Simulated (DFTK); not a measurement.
Runs of DFTK 0.8.2 on HfO2. The structure is cubic, space group Fm-3m (No. 225). Conventional cell: a = 5.115 Å, b = 5.115 Å, c = 5.115 Å, α = 90.00°, β = 90.00°, γ = 90.00°. Around Hf (site symmetry m-3m) lie 8 O at 2.21 Å. O (site symmetry -43m) is surrounded by 4 Hf at 2.21 Å. Measurements of this composition are mostly on another form, of space group No. 14.

```csv
task,level,potentials or basis,k mesh,cutoff (eV),valence electrons,SCF solver,mesh quality,gap on the mesh (eV),pressure (GPa),V0 of scaled cells (Å³/atom),B0 (GPa)
equation of state,RPBE,dojo.nc.sr.pbe.v0_5.standard.upf (PBE),5 × 5 × 5,1143,"Hf 12, O 6",-,coarse,-,-,(c),234
equation of state,PBE,dojo.nc.sr.pbe.v0_4_1.standard.upf (PBE),9 × 9 × 9,1143,"Hf 12, O 6",-,not flagged,-,-,(a),247
band structure,r2SCAN,SG15 1.2 (PBE),5 × 5 × 5,1225,"Hf 26, O 6",ScfAndersonSolver,coarse,4.06,-15.1,-,-
band structure,PBEsol,SG15 1.2 (PBE),8 × 8 × 8,952,"Hf 26, O 6",-,not flagged,3.58,-,-,-
equation of state,BLYP,"in-house norm-conserving set (PBE, scalar relativistic)",5 × 5 × 5,1252,"Hf 26, O 6",-,coarse,-,-,(b),233
band structure,TASK,"in-house norm-conserving set (r2SCAN, scalar relativistic)",5 × 5 × 5,1279,"Hf 26, O 6",-,coarse,(d),2.5,-,-
```

Alike in all rows: no spin polarisation; cell as given; smearing fermi-dirac 0.05 eV.

Q: Fill in the values left out.

A: (a) 10.93; (b) 11.37; (c) 11.13; (d) 5.27.

Caveats: some runs use coarse meshes; the potentials were made for another functional, which shifts forces and pressure (some runs); spin-orbit coupling is left out, which moves the levels of the heavy elements (some runs); the mesh misses the band edges, which the band path finds closer together (some runs); so large a pressure means that the cell lies far from this level's equilibrium, or that cutoff or potentials fall short (some runs); the program warned that the kinetic-energy density falls under its von Weizsäcker bound, which can give unphysical results (some runs).

A k mesh can miss the band edges, and the runs leave out spin-orbit coupling on Hf.

Not every run made on this cell is shown here.
